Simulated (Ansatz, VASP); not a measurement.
Mg: VASP beside Ansatz

The input INCAR:

```
SYSTEM = Mg
  PREC = Accurate
  ENCUT = 520
  EDIFF = 1E-7
  ISMEAR = 0
  SIGMA = 0.05
  LREAL = .False.
  LASPH = .True.
  NELM = 100
  ALGO = Fast
  ISIF = 2
  LWAVE = .False.
  LCHARG = .False.
  GGA = CA
  NBANDS = 7
```

KPOINTS

```
Automatic mesh
0
Gamma
  10 10 10
  0 0 0
```

The input POSCAR:

```
Mg
1.0
    0.0000000000      2.2442560000      2.2442560000
    2.2442560000      0.0000000000      2.2442560000
    2.2442560000      2.2442560000      0.0000000000
Mg
1
Direct
    0.0000000000      0.0000000000      0.0000000000
```

File input.yaml:

```yaml
crystal:
  lattice:
    - [0.0, 2.244256, 2.244256]
    - [2.244256, 0.0, 2.244256]
    - [2.244256, 2.244256, 0.0]
  atoms:
    - { symbol: Mg, position: [0.0, 0.0, 0.0] }
kpoints:
  mp_grid: { grid: [10, 10, 10] }
scf:
  occupations: { method: gaussian, width: 0.05 }
hamiltonian:
  xc: lda
  pseudopotentials: { kind: all_electron, lapw: { basis_error: 0.001 } }
output:
  forces: true
  stress: true
  eigenvalues: true
```

This isn't the form of Mg at room conditions, which is hcp.

Alike in both runs: task single point; functional LDA; k mesh 10 × 10 × 10; occupations gaussian, width 0.05 eV; no spin polarisation.

|  | VASP | Ansatz |
| --- | --- | --- |
| version | VASP 6.6.1 | Ansatz 0.2.0 |
| potentials or method | VASP PAW LDA potentials, release 64 (Mg) | all-electron LAPW, scalar-relativistic |
| plane-wave cutoff (eV) | 520 | see its input |

Ansatz gave:

- gap on the k mesh at the Fermi level (eV): none
- pressure (GPa): -1.4

Q: Estimate VASP's values.

A: gap on the k mesh at the Fermi level (eV): none; pressure (GPa): -1.7.

A gap of «none» marks a metal or a gap that the smearing closes. Ansatz ran all-electron here, so the differences hold the error of VASP's frozen core and of both bases.
